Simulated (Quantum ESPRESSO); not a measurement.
Si2W:

```
CELL_PARAMETERS angstrom
-1.60690 1.60690 3.91495
1.60690 -1.60690 3.91495
1.60690 1.60690 -3.91495
ATOMIC_POSITIONS crystal
W 0.00000 0.00000 0.00000
Si 0.66530 0.66530 0.00000
Si 0.33470 0.33470 0.00000
```

Base run:

| Property | Result |
| --- | --- |
| Program | Quantum ESPRESSO 7.5 |
| Functional | PBE |
| Potentials or basis | SSSP 1.3 efficiency PBE |
| Cutoff | 748 eV |
| Density cutoff | 5987 eV |
| k mesh | 12 × 12 × 12 |
| Occupations | fermi-dirac, width 0.05 eV |
| Spin | no spin polarisation |

Its results: band gap on the k mesh none (metal or under the smearing width); pressure 3.4 GPa; largest force 0.081 eV/Å.

Problem. The run is repeated on the same cell with these changes: functional from PBE to PBEsol; potentials or basis from SSSP 1.3 efficiency PBE to GBRV 1.5 PBEsol; cutoff from 748 eV to 762 eV; density cutoff from 5987 eV to 6095 eV. What comes out?

Solution. Band gap on the k mesh none (metal or under the smearing width); pressure -1.9 GPa; largest force 0.027 eV/Å.

Not every run made on this cell is shown here.
